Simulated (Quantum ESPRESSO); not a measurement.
MoS2 in Quantum ESPRESSO: convergence with smearing width

Input of the first run (smearing width 0.5 eV); the others differ in this setting and in those tied to it:

File pw.in:

```
&CONTROL
  calculation = 'scf'
  prefix = 'pwscf'
  outdir = './tmp'
  pseudo_dir = './pseudo'
  tprnfor = .true.
  tstress = .true.
  disk_io = 'nowf'
/
&SYSTEM
  ibrav = 0
  nat = 3
  ntyp = 2
  ecutwfc = 80
  nbnd = 20
  occupations = 'smearing'
  smearing = 'gaussian'
  degauss = 0.03674932
/
&ELECTRONS
  conv_thr = 6d-10
  electron_maxstep = 120
  mixing_beta = 0.5
/
ATOMIC_SPECIES
Mo    95.9500 Mo.upf
S     32.0600 S.upf
CELL_PARAMETERS angstrom
   3.2274645616    0.0000000000    0.0000000000
  -1.6137322808    2.7950663001    0.0000000000
   0.0000000000    0.0000000000    6.3124734200
ATOMIC_POSITIONS crystal
Mo     0.0000000000    0.0000000000    0.5000000000
S      0.6666666667    0.3333333333    0.7446806800
S      0.3333333333    0.6666666667    0.2553193200
K_POINTS automatic
9 9 4 0 0 0
```

Potentials or basis: PseudoDojo 0.4.1 SR PBEsol standard.

Command:

```sh
$ OMP_NUM_THREADS=1 pw.x -in pw.in > pw.out
```

Measurements of this composition are mostly on another form, of space group No. 194.

Hardware: 1 thread of Intel(R) Xeon(R) Platinum 8488C (Sapphire Rapids), on a shared host.

**Question.** The values tried are 0.5 eV, 0.3 eV, 0.2 eV, 0.136 eV, 0.1 eV, 0.05 eV, 0.025 eV, 0.01 eV, loosest first. From which on does the pressure stay within 0.1 GPa of the tightest run that finished?

**Answer.** From 0.2 eV on.

| smearing width | energy less the tightest run, at zero smearing (meV/atom) | pressure (GPa) | largest force (eV/Å) | SCF cycles | CPU time (s) | peak memory (GiB) |
| --- | --- | --- | --- | --- | --- | --- |
| 0.5 eV | 3.30 | -2.95 | 0.043 | 11 | 42 | 0.12 |
| 0.3 eV | 0.63 | -3.25 | 0.030 | 11 | 43 | 0.12 |
| 0.2 eV | -0.27 | -3.35 | 0.027 | 11 | 43 | 0.13 |
| 0.136 eV | -0.46 | -3.39 | 0.028 | 10 | 38 | 0.13 |
| 0.1 eV | -0.35 | -3.39 | 0.028 | 10 | 38 | 0.12 |
| 0.05 eV | -0.13 | -3.41 | 0.035 | 10 | 38 | 0.13 |
| 0.025 eV | -0.06 | -3.41 | 0.041 | 10 | 38 | 0.13 |
| 0.01 eV | 0.00 | -3.41 | 0.041 | 11 | 43 | 0.13 |

Against the tightest run, the energy stays within 1 meV/atom from 0.3 eV on; the largest force stays within 0.005 eV/Å from 0.025 eV on. Narrower smearing needs a denser k mesh, so at a fixed mesh the narrowest width isn't the most accurate. The tightest run that finished is the yardstick and may itself not be fully converged.

Caveat, for the tightest run too: this functional lacks dispersion, which binds the layers, so the pressure and a relaxed spacing across them are unreliable.
